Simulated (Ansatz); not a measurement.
**BeS (zincblende type): maximally localised Wannier functions**

Where do the localised orbitals of BeS (zincblende type) sit, how far are they spread, and how do the settings change that? Plan: PBE, anion s p, 6×6×6; PBE, anion s p, 4×4×4; PBE, anion s p, 8×8×8; PBE, anion p, 6×6×6; PBE, all s p, disentangled, 6×6×6; PBE, cation s and anion p, disentangled, 6×6×6; r2SCAN, anion s p, 6×6×6; r2SCAN, cation s and anion p, disentangled, 6×6×6; r2SCAN, all s p, disentangled, 6×6×6; HSE06, anion s p, 6×6×6; HSE06, all s p, disentangled, 6×6×6 (level, trial orbitals, Wannier mesh).

Computed with Ansatz 0.2.0 (plane waves, PAW, unless a step's input says otherwise).

1 further run of the same task is left out (it didn't finish).

## 1. Starting point

It takes space group F-43m (No. 216, cubic). The conventional cell has a = 4.869 Å, b = 4.869 Å, c = 4.869 Å, α = 90.00°, β = 90.00°, γ = 90.00°. Around Be (site symmetry -43m) lie 4 S at 2.11 Å. Around S (site symmetry -43m) lie 4 Be at 2.11 Å.

As a file:

```cif
data_structure
_symmetry_space_group_name_H-M 'P 1'
_symmetry_Int_Tables_number 1
_cell_length_a 3.4426
_cell_length_b 3.4426
_cell_length_c 3.4426
_cell_angle_alpha 60.000
_cell_angle_beta 60.000
_cell_angle_gamma 60.000
_cell_volume 28.85
loop_
_atom_site_label
_atom_site_type_symbol
_atom_site_fract_x
_atom_site_fract_y
_atom_site_fract_z
_atom_site_occupancy
Be1 Be 0.00000 0.00000 0.00000 1
S1 S 0.25000 0.25000 0.25000 1
```

The cell was relaxed beforehand with r2SCAN; those runs aren't shown.

## 2. PBE, anion s p, 6×6×6

input.yaml reads:

```yaml
crystal:
  lattice:
    - [0.0, 2.4343062304, 2.4343062304]
    - [2.4343062304, 0.0, 2.4343062304]
    - [2.4343062304, 2.4343062304, 0.0]
  atoms:
    - { symbol: Be, position: [0.0, 0.0, 0.0] }
    - { symbol: S, position: [0.25, 0.25, 0.25] }
kpoints:
  mp_grid: { grid: [8, 8, 8] }
  band_path:
    path:
      - [[0.0, 0.0, 0.0], [-0.5, -0.5, -8.398770880608e-34], [-0.375, -0.375, 0.25]]
      - [[-0.375, 3.321472579374e-17, 0.375], [0.0, 0.0, 0.0], [7.805291127171e-18, 7.805291127171e-18, 0.5], [-0.5, -0.25, 0.25], [-0.5, -0.5, -8.398770880608e-34]]
    npoints: 10
hamiltonian:
  xc: pbe
scf:
  occupations: { method: fixed }
  n_extra_bands: 6
output:
  forces: false
  stress: false
  eigenvalues: true
  wannier:
    kmesh: [6, 6, 6]
    projections: [{ species: S, l: s, shell: 3 }, { species: S, l: p, shell: 3 }]
    minimise: true
    write_hr: true
    conv_tol: 1.0e-08
    max_iter: 3000
  write_density: true
  write_potential: true
  elf: true
  volumetric_format: npy
```

Run with:

```sh
> ansatz run input.yaml --threads 4 --pin off --max-ram 3686MiB --backend cpu --events-out ev --progress --plain --runs-dir out
```

Further steps of the session: PBE, anion s p, 4×4×4; PBE, anion s p, 8×8×8; PBE, anion p, 6×6×6; PBE, all s p, disentangled, 6×6×6; PBE, cation s and anion p, disentangled, 6×6×6; r2SCAN, anion s p, 6×6×6; r2SCAN, cation s and anion p, disentangled, 6×6×6; r2SCAN, all s p, disentangled, 6×6×6; HSE06, anion s p, 6×6×6; HSE06, all s p, disentangled, 6×6×6.

**Question.** What will the summary of the whole plan be? Wanted: total spread, PBE, anion s p, 6×6×6; total spread, PBE, anion s p, 4×4×4; total spread, PBE, anion s p, 8×8×8; total spread, PBE, anion p, 6×6×6; total spread, PBE, all s p, disentangled, 6×6×6; total spread, PBE, cation s and anion p, disentangled, 6×6×6; total spread, r2SCAN, anion s p, 6×6×6; total spread, r2SCAN, cation s and anion p, disentangled, 6×6×6; total spread, r2SCAN, all s p, disentangled, 6×6×6.

The runs gave:

```
                                                       quantity                         value
                            total spread, PBE, anion s p, 6×6×6      4.80 Å² over 4 functions
                            total spread, PBE, anion s p, 4×4×4      4.40 Å² over 4 functions
                            total spread, PBE, anion s p, 8×8×8      4.95 Å² over 4 functions
                              total spread, PBE, anion p, 6×6×6      5.37 Å² over 3 functions
                total spread, PBE, all s p, disentangled, 6×6×6      9.85 Å² over 8 functions
   total spread, PBE, cation s and anion p, disentangled, 6×6×6      8.63 Å² over 4 functions
                         total spread, r2SCAN, anion s p, 6×6×6      4.71 Å² over 4 functions
total spread, r2SCAN, cation s and anion p, disentangled, 6×6×6      8.53 Å² over 4 functions
             total spread, r2SCAN, all s p, disentangled, 6×6×6     10.18 Å² over 8 functions
                          total spread, HSE06, anion s p, 6×6×6      4.68 Å² over 4 functions
              total spread, HSE06, all s p, disentangled, 6×6×6      9.97 Å² over 8 functions
                                       centres of the first set  0.65 Å from the nearest atom
```

**Reading.** With PBE, anion s p, 6×6×6 the 4 functions move off the atoms, with a mean spread of 1.20 Å²; 87 % of the total is gauge invariant. The total spread goes from 4.40 Å² on 4×4×4 to 4.95 Å² on 8×8×8: finite differences in k understate it on coarse meshes, while the largest miss of a band goes from 0.14 to 0.01 eV. On one set and mesh the functional gives 4.80 (PBE), 4.71 (r2SCAN), 4.68 (HSE06) Å². The disentangled models miss some band by up to 2.2 eV, which may lie outside their frozen windows.
